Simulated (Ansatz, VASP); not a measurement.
# Two plane-wave programs on LiH

The input INCAR:

```
ALGO = Normal ; EDIFF = 1E-6
ENCUT = 520 ; GGA = PE
ISIF = 2 ; ISMEAR = 0
LASPH = True ; LCHARG = False
LREAL = False ; LWAVE = False
NBANDS = 9 ; NELM = 100
PREC = Accurate ; SIGMA = 0.01
```

KPOINTS

```
k-points
0
Gamma
  10 10 10
```

File POSCAR:

```
LiH
1.0
    0.0000000000      1.9984726952      1.9984726952
    1.9984726952      0.0000000000      1.9984726952
    1.9984726952      1.9984726952      0.0000000000
Li H
1 1
Direct
    0.0000000000      0.0000000000      0.0000000000
    0.5000000000      0.5000000000      0.5000000000
```

Input for Ansatz:

```yaml
crystal:
  lattice:
    - [0.0, 1.9984726952, 1.9984726952]
    - [1.9984726952, 0.0, 1.9984726952]
    - [1.9984726952, 1.9984726952, 0.0]
  atoms:
    - { symbol: Li, position: [0.0, 0.0, 0.0] }
    - { symbol: H, position: [0.5, 0.5, 0.5] }
kpoints:
  mp_grid: { grid: [10, 10, 10] }
  band_path:
    path:
      - [0.0, 0.0, 0.0]
      - [0.5, 0.0, 0.5]
      - [0.625, 0.25, 0.625]
      - [0.375, 0.375, 0.75]
      - [0.5, 0.5, 0.5]
      - [0.5, 0.25, 0.75]
      - [0.0, 0.5, 0.5]
    npoints: 1
hamiltonian:
  xc: pbe
scf:
  occupations: { method: fixed }
  n_extra_bands: 4
output:
  forces: true
  stress: true
  eigenvalues: true
```

Alike in both runs: task single point; functional PBE; k mesh 10 × 10 × 10; no spin polarisation.

```csv
,VASP,Ansatz
version,VASP 6.6.1,Ansatz 0.2.0
potentials or method,"VASP PAW PBE potentials, release 64 (Li_sv, H)","plane waves, PAW"
plane-wave cutoff (eV),520,420
occupations,"gaussian, width 0.01 eV",fixed
valence electrons in the cell,4,4
```

Ansatz gave:

```
gap on the k mesh at the Fermi level (eV) : 2.98
```

Task: Which values does VASP return?

Result: gap on the k mesh at the Fermi level (eV): 2.97.

 A k mesh can miss the band edges. As with any semilocal functional, this PBE gap is likely too small.
